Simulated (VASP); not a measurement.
A run of VASP 6.6.1 is set up as follows.

Contents of INCAR:

```
SYSTEM = Au
PREC = Accurate ; ENCUT = 520
EDIFF = 1E-6 ; ISMEAR = -1
SIGMA = 0.05 ; LREAL = .False.
LASPH = .True. ; NELM = 60
ALGO = Fast ; ISIF = 2
LWAVE = .False. ; LCHARG = .True.
LDIPOL = .True. ; IDIPOL = 3
DIPOL = 0.5 0.5 0.500 ; GGA = RE
LELF = .True. ; LVHAR = .True.
LVACPOTAV = .True.
```

The input KPOINTS:

```
Automatic mesh
0
Gamma
  8 8 1
  0 0 0
```

File POSCAR:

```
Au
1.0
    2.8226199300      0.0000000000      0.0000000000
   -1.4113099650      2.5559330250      0.0000000000
    0.0000000000      0.0000000000     27.2329240250
Au
6
Direct
    0.3346720300      0.6693440600      0.2754019360
    0.6653279700      0.3306559400      0.3652411616
    0.3346720300      0.6693440600      0.4550803872
    0.6653279700      0.3306559400      0.5449196128
    0.3346720300      0.6693440600      0.6347588384
    0.6653279700      0.3306559400      0.7245980640
```

Potentials or basis: VASP PAW PBE potentials, release 64 (Au).

Launch:

```bash
$ cat potpaw_PBE.64/Au/POTCAR > POTCAR
$ mpirun -np 1 vasp_std > vasp.out
```

(1) Estimate the work function of the upper face.

(2) Predict the work function of the lower face.

(3) What does it give for the band gap on the k mesh?

## Answers

(1) 5.09 eV.

(2) 5.09 eV.

(3) none (metal or under the smearing width).
